### Why is one mode of orthorhombic BaTiO₃ imaginary, and why does the infrared strength jump about so much?

I calculated the zone-centre modes of BaTiO₃ in its orthorhombic cell and sorted them by frequency. The list starts with an imaginary mode (printed as a negative frequency), which is also the brightest in the infrared. After that the intensity follows no order I can see: three weak modes, a strong one, a very weak one, another strong one, then one with exactly zero. Is there a pattern behind this, and does the first row mean that the calculation went wrong?

Optical modes at the zone centre of BaTiO3 (5 atoms in the primitive cell, space group Amm2, conventional a = 3.950, b = 5.657, c = 5.678 Å), relaxed with PBEsol. Calculated with Ansatz 0.2.0 by linear response, with PBEsol, plane-wave PAW, cutoff 420 eV and k mesh 6×6×6. Each row is one mode, without the longitudinal term; a negative frequency is imaginary.

```
row  phonon frequency (cm⁻¹)  phonon infrared intensity ((debye/Å)²/amu)
  1                    -75.5                                        75.3
  2                    163.5                                        10.2
  3                    167.0                                        5.61
  4                    170.1                                        1.88
  5                    239.8                                        53.1
  6                    277.9                                       0.682
  7                    281.5                                        40.6
  8                    287.9                                           0
  9                    295.4                                        1.85
 10                    468.4                                        4.12
 11                    475.7                                        9.05
 12                    518.1                                        10.8
```

### Answer

There is a pattern, but sorting by frequency hides it, because it shuffles together vibrations along three different axes. Each axis has one bright mode, and these three modes carry about four fifths of the whole infrared strength. The brightest alone is about three times as strong as all modes of one axis together would be if the ions carried their nominal charges. The imaginary frequency is no sign of a faulty run: it belongs to the one edge of the cubic parent cell along which titanium has not yet moved off centre. The cell started from the measured structure and was relaxed with PBEsol, so its edges are calculated values.

**Sorting the modes by axis**

The infrared intensity is the square of the dipole that a mode creates, for a displacement weighted with the atomic masses. Along each axis the intensities must add up to a total fixed by the masses and the Born charges, which give the dipole created per displacement of each atom. Rows 1, 4 and 10 make up the total for the $a$ axis: $75.3+1.88+4.12=81.3$ (debye/Å)²/amu. Rows 2, 5, 6 and 11 belong to $b$, and rows 3, 7, 9 and 12 to $c$, the direction of the polarisation. This sum is an identity, so it serves to label the modes and tests no theory; telling row 4 from row 9 takes the unrounded intensities.

The cubic parent crystal explains the rest of the order. Its twelve optical modes form four groups of three, with one member for each axis. Judged by symmetry, frequency and brightness, rows 2–4, rows 6, 8 and 9, and rows 10–12 are three of these groups. The fourth consists of the bright rows 1, 5 and 7, which the distortion has torn apart. The displacement patterns were not printed, so this grouping is an inference.

**Why three modes are so bright**

Their brightness suggests that in these three modes titanium moves mainly against the oxygen atoms around it. When a Ti–O distance shortens, the bond becomes more covalent and electrons shift along it, which adds to the dipole of the moving ions. Along $a$ the titanium atom therefore acts as if it carried a charge of 6.9 instead of the nominal 4. The oxygen atom in line with it acts like −5.6 instead of −2.

A simple model shows how far this goes. Let titanium move against a rigid cage of three oxygen atoms while barium stands still. For row 1 the cage has the charge $-5.56-2\times2.07=-9.7$. Titanium and the cage both weigh about 48 amu, so they move by equal amounts in opposite directions, and the intensity is

$$
I\approx\frac{(6.9+9.7)^2}{48+48}\ \frac{e^2}{\text{amu}}\approx 2.9\ \frac{e^2}{\text{amu}}\approx 66\ \frac{(\text{debye/Å})^2}{\text{amu}},
$$

where $e^2$ is about 23 (debye/Å)². The table has 75.3.

The model uses the Born charges of the run and has no adjustable constant. It is 12 % too low for row 1, and 13 % and 20 % too high for rows 5 and 7, but it puts the three in the right order. The shortfall in row 1 shows that the cage is not rigid. Even with barium moving as well, a rigid cage cannot exceed the sum of squared charge over mass for barium, titanium and the cage, which is 69.6 along $a$; so the strongly charged oxygen atom must move farther than the other two. In rows 5 and 7 the titanium motion is probably mixed in part into weaker modes of the same axis, which take over some of its intensity. Along $b$, rows 2 and 5 together hold 63.4, almost exactly the rigid-cage limit of 63.3, which points to row 2. Along $c$, rows 3 and 7 hold only 46.2 of 51.8, so some of it probably goes to rows 9 and 12. The printed output after this answer lists the comparison mode by mode.

**Why one bright mode is imaginary and two are stiff**

Titanium in this crystal sits in chains, O–Ti–O–Ti, that run along the three edges of the cubic parent. Short-range repulsion holds the atom at the centre of its chain, while the electric field of the other displaced atoms pulls it away. In BaTiO₃ the pull wins, so the energy of a chain has two wells with a hump between them.

In the orthorhombic cell titanium has gone into a well along two of the cubic edges, and the polar axis $c$ is the diagonal between them. Along the third edge, which is $a$, it is still on the hump, midway between two oxygen atoms at 1.98 Å. Row 1 is the motion down from that hump. Rows 5 and 7 are motions inside wells that are already occupied: along $c$ both chains change their displacement together, along $b$ one gains what the other loses.

The simplest double well even ties the two stiffnesses together. Write the energy for an off-centre displacement $p$ as

$$
E=-\tfrac{A}{2}p^2+\tfrac{B}{4}p^4 .
$$

Its curvature is $-A+3Bp^2$. This is $-A$ on the hump, at $p=0$, and $+2A$ at the bottom of the well, where $p^2=A/B$. A coupling between chains of the form $p_i^2p_j^2$ changes the curvatures along $a$ and $b$ by the same factor. That factor turns negative if the coupling is strong enough, and then $a$ would be stable and $b$ unstable, so a centred chain need not sit on a hump in every crystal. The squared frequency of row 1 should therefore be minus one half of that of row 5.

The calculation confirms the opposite signs but not the size: the ratio is about −0.1. Starting from row 5, the model would make row 1 imaginary at 170 cm⁻¹, whereas the table has 75.5. One reason is known in its direction. The model lets the cell change shape along with the atoms, while the vibration is calculated in a fixed cell, and that can only make both motions stiffer. Row 5 is expected to feel this far more, because it would be relieved by lengthening one chain and shortening the other, whereas the motion of row 1 couples at this order only to a shear of the cell. The miss may therefore say more about row 5 than about row 1. Higher powers of $p$ and different mixing with other modes are also left out, and the data do not separate these effects.

**The dark mode and its faint neighbours**

Row 8 has zero intensity by symmetry. Two equivalent oxygen atoms move along $a$ in opposite directions, and since their charges along $a$ are equal, their dipoles cancel. In the cubic crystal all three members of this group are dark. The polarisation along $c$ gives the other two, rows 6 and 9, the same symmetry as the polar modes of their axes, so they can borrow a little brightness. They borrow very little, only 1 % and 3 % of the total of their axis.

**Why the other groups seem to stay together**

Rows 2–4 are probably mainly the heavy barium atom moving against the rest. The frequency of that motion hardly depends on where titanium sits in its chain, and the three values lie within 7 cm⁻¹. Their order should not be read as physics, since no convergence test with cutoff or mesh is at hand. Their brightness does differ, by a factor of about five. A likely reason is that each contains a little of the bright titanium motion of its own axis, which adds to or subtracts from its small dipole.

Rows 10–12 are another matter. They spread over only 50 cm⁻¹, which looks modest beside the bright group. But stiffness goes with the square of the frequency times the moving mass. In squared frequency their spread is more than half that of the bright group; as the moving oxygen atoms are lighter, the share in stiffness should be smaller, yet still well above that of the other two groups. These modes probably deform the oxygen cage for the most part, and the highest one, row 12, is polarised along $c$. The short titanium–oxygen bonds of the two off-centre chains cannot explain this alone, because motion along $b$ works on the same bonds and yet row 11 stays close to row 10. How the two chains act on each other probably matters too, but it would take the displacement patterns to show it.

**What to make of the imaginary row**

Row 1 shows that this cell is a saddle point: the energy falls when titanium also moves off centre along $a$. The polarisation then turns towards the body diagonal of the cube, which is its direction in the rhombohedral ground state of BaTiO₃. The real crystal is orthorhombic only in a range of temperatures below room temperature, where thermal motion stabilises it, and a harmonic calculation has no such motion. The intensity of row 1 therefore tells how strongly polar the unstable displacement is; it does not predict an absorption line at 75 cm⁻¹. The value itself is delicate, because it is the small remainder of two large opposing forces and shifts easily with the functional and the cell size. The PAW datasets, which were made for PBE and not for PBEsol, add to this uncertainty.

For a related perovskite the same question can be asked of each chain. Where the metal atom has already moved off centre, its bright mode should be stiff, unless the polarisation can turn easily from one chain towards another; where it is still centred although the crystal favours off-centring, look for a soft or imaginary one.

Numerical output:

```
Modes by axis and triplet (rigid cage for bright rows only):
  row  axis  triplet  signed squared frequency cm^-2  charge sum of axis  share of axis %  ratio to nominal sum  rigid cage intensity  rigid cage miss %
    1     1        1                           -5700               81.27            92.61                  2.93                 66.46              -11.7
    2     2        2                           26732                73.1               14                0.3985                     0                  0
    3     3        2                           27889               58.84            9.539                0.2185                     0                  0
    4     1        2                           28934               81.27            2.315               0.07325                     0                  0
    5     2        1                           57504                73.1            72.69                 2.069                 60.05              13.01
    6     2        3                           77228                73.1           0.9332               0.02656                     0                  0
    7     3        1                           79242               58.84            69.05                 1.582                 48.62              19.68
    8     0        3                           82886               58.84                0                     0                     0                  0
    9     3        3                           87261               58.84            3.137               0.07186                     0                  0
   10     1        4                          219399               81.27            5.076                0.1606                     0                  0
   11     2        4                          226290                73.1            12.38                0.3523                     0                  0
   12     3        4                          268428               58.84            18.28                0.4186                     0                  0
Summed miss of the three axis sums, (D/A)^2/amu: 0.0005677
Miss on axis a if rows 4 and 9 were swapped, (D/A)^2/amu: 0.03539
Intensity sum per axis with nominal charges, (D/A)^2/amu: 25.69
Share of the three bright rows in all intensity, %: 79.28
Frequency spread of low triplet, cm^-1: 6.6
Frequency spread of silent triplet, cm^-1: 17.5
Frequency spread of top triplet, cm^-1: 49.7
Squared-frequency spread of bright triplet, cm^-2: 84942
Squared-frequency spread of low triplet, cm^-2: 2202
Squared-frequency spread of silent triplet, cm^-2: 10033
Squared-frequency spread of top triplet, cm^-2: 49029
Squared frequency of row 1 over that of row 5 (fourth-order model gives -0.5): -0.09913
Size of imaginary frequency that the fourth-order model gives from row 5, cm^-1: 169.6
```
